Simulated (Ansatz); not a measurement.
**How the gradients follow the element M in Si3N4 and its analogues**

Level of theory: DFT, PBE, plane waves and PAW, scalar-relativistic, 420 eV cutoff (Ansatz 0.2.0). The cells come from the COD and the Materials Project (computed, not necessarily observed phases), with the atoms as given or relaxed (PBE, cell held). Calculated pressures reach 4 GPa in size in them. Spin–orbit coupling is left out, which moves gradients at and beside heavy atoms (Hf) by some per cent and at some sites by far more. All compounds take space group I-43d with the same Wyckoff sites and nearly the same cell shape, and differ in the element M (Si, Hf, Zr). Sites are named by their Wyckoff letter. V_zz in 10²¹ V/m².

```tsv
M	compound	source	cell edges (Å)	first shell of N on c	N on c: V_zz (η)	M on a: V_zz (η)
Si	Si3N4	MP	6.488	3 Si at 1.76 Å	-5.82 (0.00)	-0.10 (0.00)
Hf	Hf3N4	COD, relaxed	6.701	6 Hf at 2.21–2.44 Å	?	?
Zr	Zr3N4	COD, relaxed	6.740	6 Zr at 2.23–2.44 Å	0.57 (0.00)	9.98 (0.00)
```

(1) Estimate the values withheld for Hf3N4.

## Answers

(1) N on c: 0.78 (0.00); Hf on a: 26.2 (0.00).

In Zr3N4 small gradients can still move by 0.1 or more with the k-mesh.
